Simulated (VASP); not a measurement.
Runs of VASP 6.6.1 on CaSe. All rows change the cell; the cell of one of them follows. It takes space group I-4m2 (No. 119, tetragonal). The conventional cell has a = 4.480 Å, b = 4.480 Å, c = 6.072 Å, α = 90.00°, β = 90.00°, γ = 90.00°. Around Ca (site symmetry -4m2) lie 4 Se at 2.71 Å. Around Se (site symmetry -4m2) lie 4 Ca at 2.71 Å. The cell comes from a database or a generator and needn't be the stable form of this composition.

```csv
cell,gap on the mesh (eV),pressure (GPa)
"strain -0.040 along x and y, -0.080 along z, atoms carried along",(a),7.3
"strain -0.040 along x and y, +0.080 along z, atoms carried along",2.90,-0.2
"strain +0.080 along x and y, +0.080 along z, atoms carried along",2.48,-4.8
"strain -0.080 along x and y, +0.000 along z, atoms carried along",(c),(b)
```

Alike in all rows: task single point; level PBE; potentials or basis VASP PAW PBE potentials, release 64 (Ca_sv, Se); no spin polarisation; k mesh 6 × 6 × 6; cutoff (eV) 520; smearing gaussian 0.05 eV.

Q: Estimate the missing entries.

A: (a) 3.45; (b) 7.2; (c) 3.26.

A k mesh can miss the band edges, and the runs leave out spin-orbit coupling on Se.
